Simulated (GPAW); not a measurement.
The system is C.

```
C
1.0
     2.12732   -1.22828    0.00000
     2.12732    1.22828    0.00000
    -1.37907    0.00000    3.50283
C
2
Direct
  0.16664 0.16664 0.99991
  0.83336 0.83336 0.00009
```

This is a stacking variant of graphite.

```yaml
Program: GPAW 26.7.0
Task: relaxation of cell and atoms
Functional: PBEsol
Dispersion: D4
Potentials_or_basis: PAW data sets generated in the run's folder for this functional
Cutoff: 800 eV
Basis: pw
k_mesh: 9 × 9 × 6
Occupations: fermi-dirac, width 0.05 eV
Spin: no spin polarisation
```

At the start: pressure -0.9 GPa; volume 9.15 Å³/atom.

How do energy, volume and symmetry change on relaxing?

Over 7 steps the energy falls by 3.7 meV/atom and the volume is 8.42 Å³/atom (-8.0 %); space group R-3m (No. 166, to 0.05 Å).

Step by step:
```csv
step,energy change (eV),largest force (eV/Å),pressure (GPa),volume (Å³)
1,0.0000,0.0190,-0.90,18.31
2,-0.0002,0.0101,-0.82,18.29
3,-0.0038,0.2197,1.38,17.51
4,-0.0048,0.2467,1.68,17.16
5,-0.0060,0.1588,1.10,16.73
6,-0.0071,0.0714,0.07,16.80
7,-0.0074,0.0196,-0.17,16.84
```

Final structure:
```
CELL_PARAMETERS angstrom
2.12704 -1.22775 -0.00356
2.12704 1.22775 -0.00356
-1.38477 0.00000 3.22736
ATOMIC_POSITIONS crystal
C 0.16652 0.16652 0.99945
C 0.83348 0.83348 0.00055
```

Caveat: later steps reuse the first step's grids.
